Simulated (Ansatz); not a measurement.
Runs of Ansatz 0.2.0 on Bi. It takes space group P2/m (No. 10, monoclinic). The conventional cell has a = 3.238 Å, b = 3.222 Å, c = 6.444 Å, α = 90.00°, β = 90.72°, γ = 90.00°. Bi (site symmetry m) is surrounded by 6 Bi at 3.22 to 3.24 Å. This isn't the form of Bi at room conditions, which is rhombohedral.

```csv
task,level,spin,cutoff (eV),points for each segment of the path,atoms under strain,q mesh,gap on the mesh (eV),pressure (GPa),V0 of scaled cells (Å³/atom),B0 (GPa),largest force (eV/Å)
band structure,PBEsol,"SOC, no magnetisation",420,14,-,-,none,0.7,-,-,0.01
elastic constants,PBEsol,off,420,-,clamped,-,none,-0.5,-,-,0.01
phonons,PBEsol,off,420,8,-,2 × 2 × 2,none,-,-,-,-
equation of state,r2SCAN,off,500,-,-,-,-,-,34.32,51,-
equation of state,LDA,off,420,-,-,-,-,-,(a),(b),-
```

Alike in all rows: potentials or basis Ansatz PAW; cell as given; k mesh 8 × 8 × 4; smearing fermi-dirac 0.05 eV.

Q: Fill in the values left out.

A: (a) 32.54; (b) 57.

Caveats: spin-orbit coupling is left out, which moves the levels of the heavy elements (some runs); the PAW data sets come from PBE, with cores solved anew for the run's functional, which leaves a small shift of forces and pressure (some runs); the cell was scaled at fixed shape and fractional positions, which overstates the stiffness of a crystal with free parameters, most of all of layers and chains (some runs); the elastic tensor has a negative eigenvalue, so either the cell is unstable as it stands or the mesh is too thin (some runs); some modes are imaginary (some runs); some levels weren't fully converged (some runs); the PAW data sets were made with another functional, which shifts forces and pressure a little (some runs).

A k mesh can miss the band edges, and rows without SOC leave out spin-orbit coupling on Bi.

A gap of «none» marks a metal or a gap under the smearing width.
